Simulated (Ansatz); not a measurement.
# The Mo2COS MXene bilayer (AA) between two gates, part 2 of 2

How do the bands of the Mo2COS MXene bilayer (AA) follow a displacement field between two gates?

Ansatz 0.2.0; plane-wave DFT, PBE-D3(BJ), Ansatz PAW.

So far. Step 7 (Gated layer, displacement field -3.62 V/nm): There is no gap.

## 8. Gated layer, displacement field 5.43 V/nm

The input, input.yaml:

```yaml
crystal:
  lattice:
    - [3.139374894, 0.0, 0.0]
    - [-1.569687447, 2.7187784102, 0.0]
    - [0.0, 0.0, 55.8712612665]
  atoms:
    - { symbol: S, position: [0.3333333333, 0.6666666667, 0.3874979642] }
    - { symbol: Mo, position: [0.6666666667, 0.3333333333, 0.4172003718] }
    - { symbol: C, position: [0.0, 0.0, 0.436998189] }
    - { symbol: Mo, position: [0.3333333333, 0.6666666667, 0.4564211418] }
    - { symbol: O, position: [0.6666666667, 0.3333333333, 0.4761688377] }
    - { symbol: S, position: [0.3333333333, 0.6666666667, 0.5239023916] }
    - { symbol: Mo, position: [0.6666666667, 0.3333333333, 0.5534832702] }
    - { symbol: C, position: [0.0, 0.0, 0.5733549483] }
    - { symbol: Mo, position: [0.3333333333, 0.6666666667, 0.5929171979] }
    - { symbol: O, position: [0.6666666667, 0.3333333333, 0.6125020358] }
  periodic: [true, true, false]
  symmetry: { detect: true }
kpoints:
  mp_grid: { grid: [30, 30, 1] }
  band_path:
    path: [[0, 0, 0], [0.5, 0, 0], [0.33333333, 0.33333333, 0], [0, 0, 0]]
    npoints: 16
hamiltonian:
  xc: pbe
  dispersion: d3bj
scf:
  occupations: { method: fermi_dirac, width: 0.05 }
  convergence: { dr2_threshold: 1.0e-10 }
output:
  forces: true
  eigenvalues: true
  dos: { projected: true, e_range: [-3, 3], de: 0.01 }
  write_potential: true
  write_density: true
  volumetric_format: npy
  elf: true
external_charges:
  - { charge: 0, barrier: 10, axis: 3, height: 38.721, sigma: 0.25 }
  - { charge: -0.025606, axis: 3, height: 40.221, sigma: 0.5 }
  - { charge: 0, barrier: 10, axis: 3, height: 17.15, sigma: 0.25 }
  - { charge: 0.025606, axis: 3, height: 15.65, sigma: 0.5 }
```

Command:

```sh
$ ansatz run input.yaml --threads 4 --pin off --max-ram 6144MiB --backend cpu --events-out ev --progress --plain --runs-dir out
```

Run time: 2.3 min. Hardware: 4 threads of Intel Xeon Platinum 8259CL at 2.50GHz (Skylake/Cascade Lake), shared host; peak memory 2.1 GiB; 9 min of CPU time.

Running mean over a fixed 2.5 Å (it still follows the layers) of the planar mean; beyond a gate it holds the 10 eV model barrier. The electron's electrostatic potential energy less the Fermi level by z:

z (Å), electron's electrostatic potential energy less the Fermi level (eV) and a bar from the least value:
```
        5       12.5 ########################
        6       12.5 ########################
        7       12.5 ########################
        8       12.5 ########################
        9       12.5 ########################
       10       12.5 ########################
       11       12.5 ########################
       12       12.5 ########################
       13       12.5 ########################
       14       12.5 ########################
       15       12.6 ########################
       16       12.2 ########################
       17        8.9 #####################
       18        5.5 ##################
       19        4.3 #################
       20        3.0 ################
       21       -1.9 ############
       22       -8.3 ######
       23      -12.7 ###
       24      -15.2 #
       25      -14.8 #
       26      -11.4 ####
       27       -2.8 ###########
       28        0.2 ##############
       29       -3.4 ###########
       30      -11.1 ####
       31      -13.2 ##
       32      -15.7 
       33      -14.0 #
       34       -8.4 ######
       35        1.2 ###############
       36        6.5 ###################
       37        7.5 ####################
       38       10.1 ######################
       39       14.6 ##########################
       40       18.5 #############################
       41       19.1 ##############################
       42       19.2 ##############################
       43       19.2 ##############################
       44       19.2 ##############################
       45       19.2 ##############################
       46       19.2 ##############################
       47       19.2 ##############################
       48       19.2 ##############################
       49       19.2 ##############################
       50       19.2 ##############################
       51       19.2 ##############################
```

There is no gap.

## 9. The series together

This step: plane-wave DFT, PBE-D3(BJ), Ansatz PAW; response to a displacement field between two gates (Ansatz 0.2.0).

The potential behind each gate is read from every run and counted from the uncharged case.

This step gave:

| Item | Value |
| --- | --- |
| electrostatic distance between the gates | 10.50 Å |
| geometric distance between the gates | 24.57 Å |

Electron's potential behind the upper gate less behind the lower, less the value without field. Step of the electron's potential energy between the gates against displacement field D/eps0:

| displacement field D/eps0 (V/nm) | step of the electron's potential energy between the gates (eV) |
| --- | --- |
| -3.62 | -3.80 |
| -1.81 | -1.90 |
| 0.00 | 0 |
| 1.81 | 1.90 |
| 3.62 | 3.80 |
| 5.43 | 5.69 |

By hand: 5.43 V/nm over the 24.57 Å between the sheets would give 13.34 V in vacuum; the run has 5.69 V, as over 10.49 Å.

## 10. A changed input

This step: plane-wave DFT, PBE-D3(BJ), Ansatz PAW (Ansatz 0.2.0).

A run with a changed input: it repeats the earlier run at 1.81 V/nm with scf.convergence.dr2_threshold from 1e-10 to 1e-06 and basis.ecutrho_ratio to 6.

input.yaml: that of step 8 with these lines changed.

```diff
@@ -28,3 +28,3 @@
   occupations: { method: fermi_dirac, width: 0.05 }
-  convergence: { dr2_threshold: 1.0e-10 }
+  convergence: { dr2_threshold: 1.0e-06 }
 output:
@@ -32,3 +32,2 @@
   eigenvalues: true
-  dos: { projected: true, e_range: [-3, 3], de: 0.01 }
   write_potential: true
@@ -36,7 +35,8 @@
   volumetric_format: npy
-  elf: true
 external_charges:
   - { charge: 0, barrier: 10, axis: 3, height: 38.721, sigma: 0.25 }
-  - { charge: -0.025606, axis: 3, height: 40.221, sigma: 0.5 }
+  - { charge: -0.008535, axis: 3, height: 40.221, sigma: 0.5 }
   - { charge: 0, barrier: 10, axis: 3, height: 17.15, sigma: 0.25 }
-  - { charge: 0.025606, axis: 3, height: 15.65, sigma: 0.5 }
+  - { charge: 0.008535, axis: 3, height: 15.65, sigma: 0.5 }
+basis:
+  ecutrho_ratio: 6
```

Wall time 2.2 min (4 threads); peak memory 2.2 GiB.

This step gave:

```
energy at zero smearing                                                             : -23269.4595 eV
potential beyond the upper barrier and gate, less the barrier, from the Fermi level : 7.195 eV
```

Electronic bands along the path, in eV, zero at the Fermi level:

| point | band 41 | band 42 | band 43 | band 44 | band 45 | band 46 | band 47 | band 48 |
| --- | --- | --- | --- | --- | --- | --- | --- | --- |
| Γ | -0.91 | -0.87 | -0.87 | -0.80 | -0.80 | -0.77 | 0.33 | 0.33 |
| halfway | -2.34 | -2.17 | -0.58 | -0.53 | 0.07 | 0.27 | 0.78 | 0.83 |
| M | -2.01 | -1.94 | 0.23 | 0.26 | 0.36 | 0.37 | 1.17 | 1.19 |
| halfway | -1.49 | -1.38 | -0.01 | 0.02 | 0.20 | 0.22 | 1.14 | 1.22 |
| K | -0.77 | -0.63 | -0.59 | -0.53 | -0.18 | -0.09 | 1.03 | 1.16 |
| halfway | -1.69 | -1.55 | -1.15 | -0.98 | 0.56 | 0.63 | 1.14 | 1.16 |
| Γ | -0.91 | -0.87 | -0.87 | -0.80 | -0.80 | -0.77 | 0.33 | 0.33 |

Force by atom:

| atom | x (eV/Å) | y (eV/Å) | z (eV/Å) | size |
| --- | --- | --- | --- | --- |
| S1 | 0.0000 | 0.0000 | 0.0019 | 0.0019 |
| Mo2 | 0.0000 | 0.0000 | 0.0377 | 0.0377 |
| C3 | 0.0000 | 0.0000 | -0.0219 | 0.0219 |
| Mo4 | 0.0000 | 0.0000 | -0.0037 | 0.0037 |
| O5 | 0.0000 | 0.0000 | -0.0148 | 0.0148 |
| S6 | 0.0000 | 0.0000 | 0.0017 | 0.0017 |
| Mo7 | 0.0000 | 0.0000 | 0.0013 | 0.0013 |
| C8 | 0.0000 | 0.0000 | -0.0118 | 0.0118 |
| Mo9 | 0.0000 | 0.0000 | 0.0766 | 0.0766 |
| O10 | 0.0000 | 0.0000 | -0.0675 | 0.0675 |

| quantity | this run | earlier run | difference |
| --- | --- | --- | --- |
| potential beyond the upper barrier and gate, less the barrier, from the Fermi level (eV) | 7.195 | 7.195 | 3.3e-4 |

Nothing in the table moves by 0.01 in its unit. The run took 11 SCF cycles against 15.

Of the bands kept, 4 cross the Fermi level on this path.

## 11. Varying the input

An input spoilt on purpose, to show how the run answers: it repeats the earlier run at 1.81 V/nm with kpoints.mp_grid.grid from [30, 30, 1] to [0, 30, 1], and scf.max_iter set to 80.

input.yaml: that of step 10 with these lines changed.

```diff
@@ -19,3 +19,3 @@
 kpoints:
-  mp_grid: { grid: [30, 30, 1] }
+  mp_grid: { grid: [0, 30, 1] }
   band_path:
@@ -28,3 +28,4 @@
   occupations: { method: fermi_dirac, width: 0.05 }
-  convergence: { dr2_threshold: 1.0e-06 }
+  convergence: { dr2_threshold: 1.0e-10 }
+  max_iter: 80
 output:
@@ -40,3 +41 @@
   - { charge: 0.008535, axis: 3, height: 15.65, sigma: 0.5 }
-basis:
-  ecutrho_ratio: 6
```

It took 0.09 s on 4 threads; peak memory 0.099 GiB.

The input was rejected at the start.

The program's message: “Error: invalid value for `kpoints.mp_grid.grid`: each dimension must be in 1..=255”

The fault put into the input: a zero in the mesh.

## 12. Outcome

| Item | Value |
| --- | --- |
| gap with uncharged gates | none |
| electrostatic distance between the gates | 10.5 Å |
| geometric distance between the gates | 24.6 Å |
| gap at 5.43 V/nm | none |

**Reading.** The stack has no gap, with or without a field of 5.4 V/nm. The layers screen the field: the voltage is that of a vacuum gap 14.1 Å narrower than the real distance. The gates are charged sheets behind model barriers, not atoms. Gaps are the smaller of those on the path and on the mesh; band edges between these points would make them smaller still. The main runs have no spin polarisation; a magnetic state could lie lower and would change these results. Spin-orbit coupling is left out, which matters for the bands of elements this heavy. The MXene's terminations sit over the metal atoms of its far layer; the site over carbon or nitrogen, which some compounds prefer, was not run.

[Logs are printed without paths, hosts, clocks, repeated set-up lines and the standing remarks that a program may print on its own settings, such as how far it seeks lower states.]

[Hosts, paths, dates, database ids (printed as entryN), source tags and the programs' standing remarks are cut or masked in the printed files.]

[Maps of the electrostatic potential energy from Ansatz leave out the sawtooth potential of an applied field or a dipole correction, so their vacuum need not be flat; planar profiles and work functions include it.]
